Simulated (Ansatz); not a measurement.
Here is the system:

Starting cell, BeO (wurtzite):

```
BeO
1.0
    2.71181     0.00000     0.00000
   -1.35591     2.34850     0.00000
    0.00000     0.00000     8.80911
Be O
4 4
Direct
  0.66667   0.33333   0.00075
  0.66667   0.33333   0.50075
  0.33333   0.66667   0.25075
  0.33333   0.66667   0.75075
  0.66667   0.33333   0.31185
  0.66667   0.33333   0.81185
  0.33333   0.66667   0.06185
  0.33333   0.66667   0.56185
```

A phonon eigenvector at A = (0.0, 0.0, 0.5) is frozen into this cell: atom i moves by Q times the vector below, so Q is the largest atomic displacement, in Å. The cell is held. It is one choice among 2 degenerate patterns. (q is in reciprocal vectors of the primitive cell; the cell shown is doubled to hold the pattern.)

| atom | x | y | z |
|---|---|---|---|
| Be1 | 0.000 | 0.000 | 1.000 |
| Be2 | 0.000 | 0.000 | -1.000 |
| Be3 | 0.000 | 0.000 | 0.085 |
| Be4 | 0.000 | 0.000 | -0.085 |
| O5 | 0.000 | 0.000 | 0.262 |
| O6 | 0.000 | 0.000 | -0.262 |
| O7 | 0.000 | 0.000 | -0.454 |
| O8 | 0.000 | 0.000 | 0.454 |

All values below come from PBE (plane waves to 420 eV, PAW, scalar-relativistic; Ansatz, an electronic-structure program). k mesh 14×14×4 (Γ-centred), Fermi-Dirac smearing 0.05 eV. E stands for the smeared free energy. BeO was relaxed with its symmetry unable to fall. ΔE is measured from the undisplaced structure.

The scan covers Q from -0.180 to 0.180 Å in 13 points.

Task: Is this a single well or a double well?

Result: A single well with its minimum at or next to zero displacement.

Task: Which space group does the distorted structure have?

Result: P3m1 (No. 156), lowered from P6_3mc.

Task: What is the energy change at Q = 0.180 Å?

Result: 1592 meV/cell.

Task: What harmonic wavenumber does the curvature at Q = 0 give?

Result: 986 cm⁻¹.

(For displaced atoms, the force is minus the slope of the energy, and its curvature is a force constant, which sets phonon frequencies.)
